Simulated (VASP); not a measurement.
A run of VASP 6.6.1:

The input INCAR:

```
  PREC = Accurate
  ENCUT = 520
  EDIFF = 1E-7
  ISMEAR = 0
  SIGMA = 0.02
  LREAL = False
  LASPH = True
  NELM = 100
  ALGO = Normal
  ISIF = 2
  LWAVE = False
  LCHARG = False
  GGA = CA
```

The input KPOINTS:

```
Automatic mesh
0
Gamma
  10 10 10
```

The input POSCAR:

```
Ge                                      
1.0
   -0.0000000000      2.8941541005      2.8941541005
    2.8941541005      0.0000000000      2.8941541005
    2.8941541005      2.8941541005      0.0000000000
  Ge            
     2
Direct
     0.0000000000000000    0.0000000000000000    0.0000000000000000
     0.2500000000000000    0.2500000000000000    0.2500000000000000
```

Potentials or basis: VASP PAW LDA potentials, release 64 (Ge_d).

The run is started by

```bash
$ cat potpaw_LDA.64/Ge_d/POTCAR > POTCAR
$ mpirun -np 1 vasp_std > vasp.out
```

Hardware: 1 thread of Intel(R) Xeon(R) Platinum 8259CL CPU @ 2.50GHz (Skylake/Cascade Lake) (shared host).

Estimate the wall time of this run.

It took 28 s on 1 thread of Intel(R) Xeon(R) Platinum 8259CL CPU @ 2.50GHz (Skylake/Cascade Lake) (shared host), peak memory 0.16 GiB. Counts: scf iterations 12, k points 47.
